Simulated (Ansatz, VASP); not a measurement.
**One calculation of BN, two programs**

```
B N
1.0
     2.53694    0.00000    0.00000
    -1.26847    2.19706    0.00000
     0.00000    0.00000    6.74886
B N
2 2
Cartesian
  0.0000 1.4647 1.6872
  1.2685 0.7324 5.0616
  0.0000 1.4647 5.0616
  1.2685 0.7324 1.6872
```

Change from the starting cell: volume scaled by 1.04, crystal datasets.

Alike in both runs: task electric field gradients; functional PBE; k mesh 11 × 11 × 4; occupations fermi-dirac, width 0.02 eV; no spin polarisation.

|  | VASP | Ansatz |
| --- | --- | --- |
| version | VASP 6.6.1 | Ansatz 0.2.0 |
| potentials or method | VASP PAW PBE potentials, release 64 (B, N), cutoff 520 eV | all-electron PAW with datasets made for the crystal, scalar-relativistic |

Ansatz gave:

```
gap on the k mesh at the Fermi level (eV)                      : 4.28
pressure (GPa)                                                 : -5.8
largest component of the traceless stress (GPa)                : 8.14
Vzz of the field gradient on the site that differs most (V/Å²) : 28.3
```

Task: Which values does VASP return?

Result: gap on the k mesh at the Fermi level (eV): 4.28; pressure (GPa): -5.7; largest component of the traceless stress (GPa): 7.90; Vzz of the field gradient on the site that differs most (V/Å²): 34.1.

Ansatz ran all-electron here, so the differences hold the error of VASP's frozen core and of both bases.

Caveats: an odd mesh through Γ misses points on the zone boundary, where band edges often lie; this functional lacks dispersion, which binds the layers, so the pressure and a relaxed spacing across them are unreliable.
